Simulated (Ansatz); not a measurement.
Quadrupolar parameters in SrTiO3

The cell is an entry of the Crystallography Open Database (COD), ions relaxed with PBE at fixed cell.

Space group I4/mcm (No. 140); a = 5.5110, c = 7.7960 Å.

| site | Wyckoff | site symmetry | x | y | z |
| --- | --- | --- | --- | --- | --- |
| Sr | 4b | -42m | 0.0000 | 0.5000 | 0.2500 |
| Ti | 4c | 4/m.. | 0.0000 | 0.0000 | 0.0000 |
| O5 | 4a | 422 | 0.0000 | 0.0000 | 0.2500 |
| O7 | 8h | m.2m | 0.2283 | 0.7283 | 0.0000 |

One atom of each set is listed; the run and its k-mesh use a cell of 10 atoms with edges of 5.51, 5.51, 5.51 Å.

The numbers come from a DFT calculation in Ansatz (PBE, plane waves and PAW, with spin–orbit coupling, 420 eV cutoff, Γ-centred 8×8×8 k-points, Fermi–Dirac smearing 0.02 eV).

V_zz is the principal component of the electric field gradient with the largest magnitude, η = (V_xx − V_yy)/V_zz and C_Q = eQV_zz/h. ν_Q = 3|C_Q|/[2I(2I − 1)].

Sr-87: I = 9/2, Q = 305.0 mb; ⁴⁹Ti: I = 7/2, Q = 247.0 mb; 17O: I = 5/2, Q = -25.58 mb. Q values from Pyykkö, Mol. Phys. 116, 1328 (2018).

```
site  atoms                                           first shell  C_Q (MHz)     η  ν_Q (MHz)
  Sr      2                                   12 O at 2.64–2.88 Å      -10.5  0.00      0.440
  Ti      2                                    6 O at 1.95–1.96 Å      -1.86  0.00      0.133
  O5      2       2 Ti at 1.95 Å, angle 180°; also 4 Sr at 2.76 Å     -0.751  0.00      0.113
  O7      4  2 Ti at 1.96 Å, angle 170°; also 4 Sr at 2.64–2.88 Å     -0.894  0.03      0.134
```

An axis of threefold or higher order runs through Sr, Ti and O5, so V_zz lies along it and η is zero. At O7 V_zz points along the line of its two bonds (within 1°).

At this cell the PBE pressure is 5 GPa, so with PBE the cell would grow if it were relaxed.

The run took 20 s of wall time (77 s of CPU time) and 1.7 GiB at its peak, on 4 threads of AMD EPYC 9R45 (Zen 5) (x86_64; 16 cores open to the job, memory cap 8.0 GiB, no GPU), a shared host with a load of 0.5 a core.
